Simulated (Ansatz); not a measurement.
CaO: changing the dispersion correction

The cell as given:

The structure is cubic, space group Fm-3m (No. 225). Conventional cell: a = 4.807 Å, b = 4.807 Å, c = 4.807 Å, α = 90.00°, β = 90.00°, γ = 90.00°. Ca (site symmetry m-3m) is surrounded by 6 O at 2.40 Å. O (site symmetry m-3m) has 6 Ca at 2.40 Å as nearest neighbours.

Kept alike: task relaxation of cell and atoms; functional PBEsol; k mesh 10 × 10 × 10; occupations fermi-dirac, width 0.05 eV; no spin polarisation. Program: Ansatz, all-electron LAPW, scalar-relativistic. The mesh is that of the run's cell of 2 atoms. No spin-orbit coupling.

```csv
dispersion correction,band gap (eV),volume (Å³/atom)
D3(BJ),3.523,13.163
D4,3.534,13.401
none,3.541,13.545
```

Gaps hold for each row's own relaxed cell. The relaxations keep at least the cell's symmetry (Fm-3m). Relaxations stop with a little pressure left, so the last digits of a volume or edge aren't settled. A gap read on the mesh alone can miss an edge between its points.

Task: What does the dispersion correction change here?

Result: The band gap runs from 3.523 (D3(BJ)) to 3.541 eV (none). The volume runs from 13.163 (D3(BJ)) to 13.545 Å³/atom (none). Against no correction: D3(BJ) -2.8 %; D4 -1.1 %. Dispersion terms mostly attract and so lower the volume; the schemes' coefficients and damping set how far. Measured: 13.91 Å³/atom (a printed reference work); nearest none, 0.36 Å³/atom off. The runs are for a static lattice.
